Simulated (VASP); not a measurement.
# Te (P3_121) in VASP: further runs

One crystal, Te, is run at these levels: LDA; tasks: equation of state.

Everything below comes from runs of VASP 6.6.1. Logs are shortened: lines on timing, memory, paths and dates and some standing lists are left out, and cuts for length are marked.

### Step 1. Starting point

The structure is trigonal, space group P3_121 (No. 152). Conventional cell: a = 4.275 Å, b = 4.275 Å, c = 5.952 Å, α = 90.00°, β = 90.00°, γ = 120.00°. Te (site symmetry 2) has 6 Te at 2.90 to 3.32 Å as nearest neighbours.

### Step 2. Equation of state, LDA, 30.15 Å³/atom (a relaxed cell with its volume scaled by 0.96)

INCAR reads:

```
SYSTEM = Te
PREC = Accurate
ENCUT = 520
EDIFF = 1E-6
ISMEAR = 0
SIGMA = 0.02
LREAL = .False.
LASPH = .True.
NELM = 60
ALGO = Normal
ISIF = 2
LWAVE = .False.
LCHARG = .False.
GGA = CA
```

KPOINTS reads:

```
regular mesh
0
Gamma
  6 6 4
  0 0 0
```

POSCAR reads:

```
Te                                      
1.0
    4.2173114578      0.0000000000      0.0000000000
   -2.1086557289      3.6522988581     -0.0000000000
    0.0000000000     -0.0000000000      5.8717721165
  Te            
     3
Direct
     0.7146866470597735    0.7146866470597717    0.0000000000000000
     0.0000000000000015    0.2853133529402282    0.6666666667000030
     0.2853133529402249    0.0000000000000000    0.3333333332999970
```

Potentials or basis: VASP PAW LDA potentials, release 64 (Te).

Started as:

```bash
$ cat potpaw_LDA.64/Te/POTCAR > POTCAR
$ mpirun -np 1 vasp_std > vasp.out
```

OUTCAR:

```text
SYSTEM = Te
   PREC = Accurate
   ENCUT = 520
   EDIFF = 1E-6
   ISMEAR = 0
   LREAL = .False.
   LASPH = .True.
   NELM = 60
   ISIF = 2
   GGA = CA

 ion  position               nearest neighbor table
   1  0.715  0.715  0.000-   2 2.86   3 2.86   3 3.28   2 3.28   2 3.28   3 3.28
   2  0.000  0.285  0.667-   1 2.86   3 2.86   1 3.28   1 3.28   3 3.28   3 3.28
   3  0.285  0.000  0.333-   1 2.86   2 2.86   1 3.28   1 3.28   2 3.28   2 3.28

  LATTYP: Found a hexagonal cell.
 ALAT       =     4.2173114578
 C/A-ratio  =     1.3923022227

  Lattice vectors:

 A1 = (   4.2173114578,   0.0000000000,   0.0000000000)
 A2 = (  -2.1086557289,   3.6522988581,   0.0000000000)
 A3 = (   0.0000000000,   0.0000000000,   5.8717721165)

Analysis of symmetry for initial positions (statically):
=====================================================================
 Subroutine PRICEL returns:
 Original cell was already a primitive cell.

 Routine SETGRP: Setting up the symmetry group for a
 hexagonal supercell.

 Subroutine GETGRP returns: Found  6 space group operations
 (whereof  2 operations were pure point group operations)
 out of a pool of 24 trial point group operations.

The static configuration has the point symmetry C_2 .
 The point group associated with its full space group is D_3 .

Analysis of symmetry for dynamics (positions and initial velocities):
=====================================================================
 Subroutine PRICEL returns:
 Original cell was already a primitive cell.

 Routine SETGRP: Setting up the symmetry group for a
 hexagonal supercell.

 Subroutine GETGRP returns: Found  6 space group operations
 (whereof  2 operations were pure point group operations)
 out of a pool of 24 trial point group operations.

The dynamic configuration has the point symmetry C_2 .
 The point group associated with its full space group is D_3 .

 Subroutine INISYM returns: Found  6 space group operations
 (whereof  2 operations are pure point group operations),
 and found     1 'primitive' translations

----------------------------------------------------------------------------------------

                                     Primitive cell

  volume of cell :      90.4422

  direct lattice vectors                    reciprocal lattice vectors
     4.217311458  0.000000000  0.000000000     0.237117891  0.136900078  0.000000000
    -2.108655729  3.652298858  0.000000000     0.000000000  0.273800157  0.000000000
     0.000000000  0.000000000  5.871772116     0.000000000  0.000000000  0.170306337

  length of vectors
     4.217311458  4.217311458  5.871772116     0.273800157  0.273800157  0.170306337

  position of ions in fractional coordinates (direct lattice)
     0.714686647  0.714686647  0.000000000
     0.000000000  0.285313353  0.666666667
     0.285313353  0.000000000  0.333333333

  ion indices of the primitive-cell ions
   primitive index   ion index
                 1           1
                 2           2
                 3           3

----------------------------------------------------------------------------------------

 KPOINTS: regular mesh

Automatic generation of k-mesh.
 Grid dimensions read from file:
 generate k-points for:    6    6    4

 Generating k-lattice:

  Cartesian coordinates                     Fractional coordinates (reciprocal lattice)
     0.039519649  0.022816680  0.000000000     0.166666667  0.000000000  0.000000000
     0.000000000  0.045633359  0.000000000     0.000000000  0.166666667  0.000000000
     0.000000000  0.000000000  0.042576584     0.000000000  0.000000000  0.250000000

  Length of vectors
     0.045633359  0.045633359  0.042576584

  Shift w.r.t. Gamma in fractional coordinates (k-lattice)
     0.000000000  0.000000000  0.000000000

 Subroutine IBZKPT returns following result:
 ===========================================

 Found     24 irreducible k-points:

 Following reciprocal coordinates:
            Coordinates               Weight
  0.000000  0.000000  0.000000      1.000000
  0.166667  0.000000  0.000000      6.000000
  0.333333  0.000000  0.000000      6.000000
  0.500000 -0.000000  0.000000      3.000000
  0.166667  0.166667  0.000000      6.000000
  0.333333  0.166667  0.000000     12.000000
[... 16 lines left out ...]
  0.333333  0.166667  0.500000     12.000000
  0.333333  0.333333  0.500000      2.000000
   k-points           NKPTS =     24   k-points in BZ     NKDIM =     24   number of bands    NBANDS=     13
   number of dos      NEDOS =    301   number of ions     NIONS =      3
   total plane-waves  NPLWV =  49152
   dimension x,y,z NGX =    32 NGY =   32 NGZ =   48
   dimension x,y,z NGXF=    64 NGYF=   64 NGZF=   96
   ions per type =               3
   NGX,Y,Z   is equivalent  to a cutoff of  12.61, 12.61, 13.59 a.u.
   NGXF,Y,Z  is equivalent  to a cutoff of  25.23, 25.23, 27.18 a.u.
 SYSTEM =  Te
   PREC   = accura    normal or accurate (medium, high low for compatibility)
   ISTART =      0    job   : 0-new  1-cont  2-samecut
   ICHARG =      2    charge: 1-file 2-atom 10-const
   ISPIN  =      1    spin polarized calculation?
   LNONCOLLINEAR =      F non collinear calculations
   LSORBIT =      F    spin-orbit coupling
   LASPH  =      T    aspherical Exc in radial PAW
   ENCUT  =  520.0 eV  38.22 Ry    6.18 a.u.   7.84  7.84 10.92*2*pi/ulx,y,z
   NELM   =     60;   NELMIN=  2; NELMDL= -5     # of ELM steps
   EDIFF  = 0.1E-05   stopping-criterion for ELM
   LREAL  =      F    real-space projection
   EDIFFG = 0.1E-04   stopping-criterion for IOM
   NSW    =      0    number of steps for IOM
   IBRION =     -1    ionic relax: 0-MD 1-quasi-New 2-CG
   NFREE  =      0    steps in history (QN), initial steepest desc. (CG)
   ISIF   =      2    stress and relaxation
   ISYM   =      2    0-nonsym 1-usesym 2-fastsym
   POTIM  = 0.5000    time-step for ionic-motion
   TEBEG  =    0.0;   TEEND  =   0.0 temperature during run
   PSTRESS=    0.0 pullay stress
   NELECT =      18.0000    total number of electrons
   NUPDOWN=      -1.0000    fix difference up-down
   EMIN   =  10.00;   EMAX   =-10.00  energy-range for DOS
   EFERMI =   0.00;   METHOD = LEGACY
   ISMEAR =     0;   SIGMA  =   0.02  broadening in eV -4-tet -1-fermi 0-gaus
   EFERMI_NEDOS =   21; number of points for ismear=-14 and -15
   IALGO  =     38    algorithm
   IMIX   =      4    mixing-type and parameters
     AMIX     =   0.40;   BMIX     =  1.00
     AMIX_MAG =   1.60;   BMIX_MAG =  1.00
  volume/ion in A,a.u.               =      30.15       203.44
  Fermi-wavevector in a.u.,A,eV,Ry     =   0.955818  1.806234 12.430124  0.913588
  Thomas-Fermi vector in A             =   2.084690
   LORBIT       =      0    0 simple, 1 ext, 2 COOP (PROOUT), +10 PAW based schemes
   GGA     = CA    functional components
   LHFCALC =     F    Hartree Fock is set to
   AEXX    =    0.0000 exact exchange contribution
   IVDW    =     0    specifies the selected vdW correction
   LEPSILON=     F    determine dielectric tensor
   LRPA    =     F    only Hartree local field effects (RPA)
 non-spin polarized calculation
 Gauss-broadening in eV      SIGMA  =   0.02
  energy-cutoff  :      520.00
  volume of cell :       90.44
 maximum number of plane-waves:      2470
 NGX is ok and might be reduce to    32
   NGX = 15   NGY = 15   NGZ = 21

 number of electron      18.0000000 magnetization

 Free energy of the ion-electron system (eV)
  ---------------------------------------------------
  ext. energy  EPLUGINS =         0.00000000
  ---------------------------------------------------
  free energy    TOTEN  =       -11.36968591 eV

  energy without entropy =      -11.36937218  energy(sigma->0) =      -11.36952904

 E-fermi :   7.4308     XC(G=0):  -9.8283

 val. band max:        7.4308159137   @ k =   0.3333   0.3333   0.5000
 cond. band min:       7.6011828107   @ k =   0.0000   0.0000   0.5000
 fundamental gap:      0.1703668970
 Fermi energy:         7.4308193533

 k-point     1 :       0.0000    0.0000    0.0000
  band No.  band energies     occupation
      1      -7.0118      2.00000
      2      -3.3708      2.00000
      3      -3.3708      2.00000
      4       4.3051      2.00000
      5       4.7530      2.00000
      6       4.7530      2.00000
      7       5.5350      2.00000
      8       5.5350      2.00000
      9       6.1660      2.00000
     10       8.4359      0.00000
     11       8.4359      0.00000
     12       9.1588      0.00000
     13      12.0754      0.00000

 k-point     2 :       0.1667    0.0000    0.0000
  band No.  band energies     occupation
      1      -6.7701      2.00000
      2      -3.3904      2.00000
      3      -3.2727      2.00000
      4       2.8174      2.00000
      5       3.6715      2.00000
      6       4.0341      2.00000
      7       6.2711      2.00000
      8       6.3926      2.00000
      9       6.7179      2.00000
     10       8.1415      0.00000
     11       8.1858      0.00000
     12       8.7677      0.00000
     13      11.2343      0.00000

 k-point     3 :       0.3333    0.0000    0.0000
  band No.  band energies     occupation
      1      -6.1013      2.00000
      2      -3.7493      2.00000
      3      -3.0376      2.00000
      4       1.8463      2.00000
      5       2.6202      2.00000
      6       3.3445      2.00000
      7       4.5507      2.00000
      8       6.5846      2.00000
      9       6.6397      2.00000
     10       7.9491      0.00000
     11       8.1729      0.00000
     12      10.0035      0.00000
     13      10.4060      0.00000

 k-point     4 :       0.5000   -0.0000    0.0000
  band No.  band energies     occupation
      1      -5.4737      2.00000
      2      -4.3174      2.00000
      3      -2.8980      2.00000
      4       1.9039      2.00000
      5       2.4049      2.00000
      6       3.0336      2.00000
      7       3.2404      2.00000
      8       6.4861      2.00000
      9       6.6458      2.00000
     10       7.9331      0.00000
     11       7.9612      0.00000
     12       9.5632      0.00000
     13      11.4376      0.00000

 k-point     5 :       0.1667    0.1667    0.0000
  band No.  band energies     occupation
      1      -6.3110      2.00000
      2      -3.4818      2.00000
      3      -3.2236      2.00000
      4       2.1356      2.00000
      5       2.3836      2.00000
      6       4.2362      2.00000
      7       5.1529      2.00000
      8       5.8266      2.00000
      9       5.8506      2.00000
     10       9.0125      0.00000
     11       9.0706      0.00000
     12       9.3215      0.00000
     13      11.2433      0.00000
[... 257 lines left out ...]
 k-point    22 :       0.1667    0.1667    0.5000
  band No.  band energies     occupation
      1      -5.5013      2.00000
      2      -5.4053      2.00000
      3      -2.0358      2.00000
      4       2.4082      2.00000
      5       3.0409      2.00000
      6       3.2087      2.00000
      7       4.9200      2.00000
      8       5.3224      2.00000
      9       6.7957      2.00000
     10       7.9740      0.00000
     11       9.7551      0.00000
     12       9.7972      0.00000
     13      11.5747      0.00000

 k-point    23 :       0.3333    0.1667    0.5000
  band No.  band energies     occupation
      1      -5.0427      2.00000
      2      -4.7343      2.00000
      3      -3.0343      2.00000
      4       1.2316      2.00000
      5       2.3517      2.00000
      6       2.5664      2.00000
      7       5.4871      2.00000
      8       6.0215      2.00000
      9       6.7399      2.00000
     10       8.3048      0.00000
     11       8.8236      0.00000
     12       9.5109      0.00000
     13      11.7784      0.00000

 k-point    24 :       0.3333    0.3333    0.5000
  band No.  band energies     occupation
      1      -4.6458      2.00000
      2      -4.6458      2.00000
      3      -3.3469      2.00000
      4       1.5350      2.00000
      5       1.5688      2.00000
      6       1.5688      2.00000
      7       6.4275      2.00000
      8       7.3807      1.99961
      9       7.4308      1.00020
     10       7.4308      1.00019
     11       8.2895      0.00000
     12       8.2895      0.00000
     13      13.3661      0.00000

------------------------ aborting loop because EDIFF is reached ----------------------------------------

  FORCE on cell =-STRESS in cart. coord.  units (eV):
  Direction    XX          YY          ZZ          XY          YZ          ZX
  --------------------------------------------------------------------------------------
  -------------------------------------------------------------------------------------
  Total        1.2869440      1.2869440      1.8796315      0.0000000      0.0000000      0.0000000
  in kB       22.7981208     22.7981208     33.2975375      0.0000000      0.0000000      0.0000000
  external PRESSURE =      26.2979264 kB  Pullay stress =       0.0000000 kB

 VOLUME and BASIS-vectors are now :
 -----------------------------------------------------------------------------
  energy-cutoff  :      520.00
  volume of cell :       90.44
      direct lattice vectors                 reciprocal lattice vectors
     4.217311458  0.000000000  0.000000000     0.237117891  0.136900078  0.000000000
    -2.108655729  3.652298858  0.000000000     0.000000000  0.273800157  0.000000000
     0.000000000  0.000000000  5.871772116     0.000000000  0.000000000  0.170306337

 POSITION                                       TOTAL-FORCE (eV/Angst)
 -----------------------------------------------------------------------------------
      1.50703      2.61025      0.00000        -0.075660     -0.131047      0.000000
     -0.60163      1.04205      3.91451        -0.075660      0.131047      0.000000
      1.20326      0.00000      1.95726         0.151320     -0.000000      0.000000
 -----------------------------------------------------------------------------------
    total drift:                                0.000000      0.000000     -0.000000

  FREE ENERGIE OF THE ION-ELECTRON SYSTEM (eV)
  ---------------------------------------------------
  free  energy   TOTEN  =       -11.3696859082 eV

  energy  without entropy=      -11.3693721787  energy(sigma->0) =      -11.36952904
```

Wall time 14 s (1 thread of Intel Xeon Platinum 8259CL at 2.50GHz (Skylake/Cascade Lake), shared host); peak memory 0.18 GiB.

What came out:

```yaml
Free_energy: -11.3697 eV
Pressure: 2.6 GPa
Largest_force: 0.151 eV/Å
Band_gap_on_the_k_mesh: none (metal or under the smearing width)
```

### Step 3. Equation of state, LDA, 30.78 Å³/atom (a relaxed cell with its volume scaled by 0.98)

INCAR is that of step 2.

KPOINTS is that of step 2.

POSCAR reads:

```
Te                                      
1.0
    4.2463972835      0.0000000000      0.0000000000
   -2.1231986418      3.6774879221     -0.0000000000
    0.0000000000     -0.0000000000      5.9122683763
  Te            
     3
Direct
     0.7146866470597735    0.7146866470597717    0.0000000000000000
     0.0000000000000015    0.2853133529402282    0.6666666667000030
     0.2853133529402249    0.0000000000000000    0.3333333332999970
```

Potentials or basis: VASP PAW LDA potentials, release 64 (Te).

Started as:

```bash
$ cat potpaw_LDA.64/Te/POTCAR > POTCAR
$ mpirun -np 1 vasp_std > vasp.out
```

It took 17 s on 1 thread of Intel Xeon Platinum 8259CL at 2.50GHz (Skylake/Cascade Lake), shared host; peak memory 0.18 GiB.

It converged, with:

* Free energy: -11.3923 eV
* Pressure: 1.2 GPa
* Largest force: 0.070 eV/Å
* Band gap on the k mesh: none (metal or under the smearing width)

### Step 4. Equation of state, LDA, 31.40 Å³/atom

INCAR is that of step 3.

KPOINTS is that of step 3.

POSCAR reads:

```
Te                                      
1.0
    4.2750900274      0.0000000000      0.0000000000
   -2.1375450137      3.7023365672     -0.0000000000
    0.0000000000     -0.0000000000      5.9522173474
  Te            
     3
Direct
     0.7146866470597735    0.7146866470597717    0.0000000000000000
     0.0000000000000015    0.2853133529402282    0.6666666667000030
     0.2853133529402249    0.0000000000000000    0.3333333332999970
```

Started as:

```bash
$ cat potpaw_LDA.64/Te/POTCAR > POTCAR
$ mpirun -np 1 vasp_std > vasp.out
```

Wall time 18 s (1 thread of Intel Xeon Platinum 8259CL at 2.50GHz (Skylake/Cascade Lake), shared host); peak memory 0.18 GiB.

It converged, with:

```yaml
Free_energy: -11.3995 eV
Pressure: 0.0 GPa
Largest_force: 0.006 eV/Å
Band_gap_on_the_k_mesh: none (metal or under the smearing width)
```

### Step 5. Equation of state, LDA, 32.03 Å³/atom (a relaxed cell with its volume scaled by 1.02)

INCAR is that of step 4.

KPOINTS is that of step 4.

POSCAR reads:

```
Te                                      
1.0
    4.3034027070      0.0000000000      0.0000000000
   -2.1517013535      3.7268560670     -0.0000000000
    0.0000000000     -0.0000000000      5.9916371541
  Te            
     3
Direct
     0.7146866470597735    0.7146866470597717    0.0000000000000000
     0.0000000000000015    0.2853133529402282    0.6666666667000030
     0.2853133529402249    0.0000000000000000    0.3333333332999970
```

Started as:

```bash
$ cat potpaw_LDA.64/Te/POTCAR > POTCAR
$ mpirun -np 1 vasp_std > vasp.out
```

It took 16 s on 1 thread of Intel Xeon Platinum 8259CL at 2.50GHz (Skylake/Cascade Lake), shared host; peak memory 0.18 GiB.

Results (log left out):

* Free energy: -11.3929 eV
* Pressure: -1.1 GPa
* Largest force: 0.076 eV/Å
* Band gap on the k mesh: none (metal or under the smearing width)

### Step 6. Equation of state, LDA, 32.66 Å³/atom (a relaxed cell with its volume scaled by 1.04)

INCAR is that of step 5.

KPOINTS is that of step 5.

POSCAR reads:

```
Te                                      
1.0
    4.3313476634      0.0000000000      0.0000000000
   -2.1656738317      3.7510571092     -0.0000000000
    0.0000000000     -0.0000000000      6.0305449791
  Te            
     3
Direct
     0.7146866470597735    0.7146866470597717    0.0000000000000000
     0.0000000000000015    0.2853133529402282    0.6666666667000030
     0.2853133529402249    0.0000000000000000    0.3333333332999970
```

Potentials or basis: VASP PAW LDA potentials, release 64 (Te).

Started as:

```bash
$ cat potpaw_LDA.64/Te/POTCAR > POTCAR
$ mpirun -np 1 vasp_std > vasp.out
```

Wall time 16 s (1 thread of Intel Xeon Platinum 8259CL at 2.50GHz (Skylake/Cascade Lake), shared host); peak memory 0.18 GiB.

The run converged. Its results:

| Quantity | Value |
| --- | --- |
| Free energy | -11.3740 eV |
| Pressure | -2.1 GPa |
| Largest force | 0.141 eV/Å |
| Band gap on the k mesh | none (metal or under the smearing width) |

### Step 7. Equation of state, LDA

This step only gathers the single runs of the series.

Results:

```
Equilibrium volume                        : 31.41 Å³/atom
Bulk modulus at fixed shape and positions : 59 GPa
Pressure derivative of the bulk modulus   : 4.6 (rough: it moves with the points fitted)
```

Energy against volume, from the lowest point:
```
volume (Å³/atom)  energy (meV/atom)
          30.147               9.94
          30.775               2.40
          31.404               0.00
          32.032               2.20
          32.660               8.50
```

Caveat: the cell was scaled at fixed shape and fractional positions, which overstates the stiffness of a crystal with free parameters, most of all of layers and chains. The run has no spin-orbit coupling, so splittings on Te are missing.
